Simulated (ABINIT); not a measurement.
Runs of ABINIT 10.8.3 (patched build) on Al2Pt. It takes space group Fm-3m (No. 225, cubic). Conventional cell: a = 5.910 Å, b = 5.910 Å, c = 5.910 Å, α = 90.00°, β = 90.00°, γ = 90.00°. Pt (site symmetry m-3m) is surrounded by 8 Al at 2.56 Å. Around Al (site symmetry -43m) lie 4 Pt at 2.56 Å. 

```csv
level,gap on the mesh (eV),pressure (GPa)
LDA,none,-3.4
WC,none,-0.4
BLYP,none,6.4
PW91,none,(b)
PBEsol,none,-0.8
AM05,none,(c)
revPBE,none,(a)
RPBE,none,4.3
```

Alike in all rows: task band structure; potentials or basis JTH PAW PBE v2.0; no spin polarisation; cell as given; k mesh 8 × 8 × 8; cutoff (eV) 517; smearing fermi-dirac 0.05 eV.

Q: Fill in the values left out.

A: (a) 3.8; (b) 2.2; (c) -1.2.

Caveats: the PAW data sets were made with another functional, which shifts forces and pressure a little; spin-orbit coupling is left out, which moves the levels of the heavy elements.

A k mesh can miss the band edges, and the runs leave out spin-orbit coupling on Pt.

A gap of «none» marks a metal or a gap under the smearing width.

Runs at the PBE level aren't shown here.
